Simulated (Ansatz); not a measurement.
# Ge: the cost of one run

Program: Ansatz 0.2.0. Level of theory: DFT PBE+D3(BJ), scalar-relativistic, plane waves, PAW. These are calculated values, not measurements.

## Step 1: The structure to begin with

Symmetry: P-3m1, No. 164, trigonal system. Conventional cell: a = 3.871 Å, b = 3.871 Å, c = 4.512 Å, α = 90.00°, β = 90.00°, γ = 120.00°. Ge (site symmetry 3m) is surrounded by 3 Ge at 2.57 Å.

As a file:

```xyz
2
Lattice="3.8708 0.0000 0.0000 -1.9354 3.3522 0.0000 0.0000 0.0000 4.5123" Properties=species:S:1:pos:R:3 pbc="T T T"
Ge    1.9354    1.1174    0.6361
Ge    0.0000    2.2348    3.8761
```

A structure generator made this guess: sheets of the P type stacked in turn (P-3m1, No. 164). Lengths come from tabulated atomic sizes and are only a guess.

## Step 2: A first look at the guess

File input.yaml:

```yaml
crystal:
  lattice:
    - [3.87078535, 0.0, 0.0]
    - [-1.93539267, 3.35219844, 0.0]
    - [0.0, 0.0, 4.51228138]
  atoms:
    - { symbol: Ge, position: [0.66666667, 0.33333333, 0.14097984] }
    - { symbol: Ge, position: [0.33333333, 0.66666667, 0.85902016] }
basis:
  ecutwfc: 420
kpoints:
  mp_grid: { grid: [6, 6, 4] }
hamiltonian:
  xc: pbe
  dispersion: d3bj
scf:
  occupations: { method: gaussian, width: 0.1 }
  lower_state_search: "off"
output:
  forces: true
  stress: true
  eigenvalues: true
```

Run with:

```sh
$ ansatz run input.yaml --threads 1 --pin off --max-ram 2048MiB --backend cpu --events-out ev --progress --plain --runs-dir out
```

**Question.** How long does this run take on 1 thread of Arm Neoverse V2, shared host, and how much memory does it need?

About 1.1 s, with a peak of 0.29 GiB.
